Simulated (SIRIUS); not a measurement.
Here is a SIRIUS 7.10.0 calculation.

File sirius.json:

```json
{
  "control": {
    "processing_unit": "cpu",
    "verbosity": 2,
    "num_bands_to_print": 25,
    "print_forces": true,
    "print_stress": true
  },
  "parameters": {
    "electronic_structure_method": "pseudopotential",
    "xc_functionals": ["XC_GGA_X_PW91", "XC_GGA_C_PW91"],
    "gk_cutoff": 9.2,
    "pw_cutoff": 18.4,
    "ngridk": [7, 7, 7],
    "shiftk": [0, 0, 0],
    "smearing": "fermi_dirac",
    "smearing_width": 0.0018374661,
    "num_bands": 25,
    "num_mag_dims": 0,
    "num_dft_iter": 100,
    "energy_tol": 1e-08,
    "density_tol": 1e-06
  },
  "iterative_solver": {
    "type": "davidson",
    "min_tolerance": 1e-09,
    "tolerance_scale": [0.1, 0.25]
  },
  "mixer": {
    "type": "anderson",
    "beta": 0.7,
    "max_history": 8
  },
  "settings": {
    "tol_ne": 1e-10,
    "pseudo_grid_cutoff": 6.5
  },
  "unit_cell": {
    "lattice_vectors": [
      [0.0, 5.657159715725, 5.657159715725],
      [5.657159715725, 0.0, 5.657159715725],
      [5.657159715725, 5.657159715725, 0.0]
    ],
    "atom_coordinate_units": "lattice",
    "atom_types": ["Mg", "B"],
    "atom_files": {
      "B": "B.json",
      "Mg": "Mg.json"
    },
    "atoms": {
      "Mg": [
        [0.0, 0.0, 0.0],
        [0.25, 0.25, 0.25]
      ],
      "B": [
        [0.625, 0.125, 0.625],
        [0.625, 0.625, 0.125],
        [0.125, 0.625, 0.625],
        [0.625, 0.625, 0.625]
      ]
    }
  }
}
```

Potentials or basis: PseudoDojo 0.4.1 PBE standard (scalar relativistic).

Launch:

```bash
$ upf_to_json B.upf
$ upf_to_json Mg.upf
$ OMP_NUM_THREADS=1 sirius.scf --input=sirius.json --output=out.json --task=0
```

(1) Predict the band gap on the k mesh.

(2) Predict the pressure.

Results:

(1) none (metal or under the smearing width).

(2) 1.1 GPa.

Caveat: the potentials were made for another functional, which shifts forces and pressure.
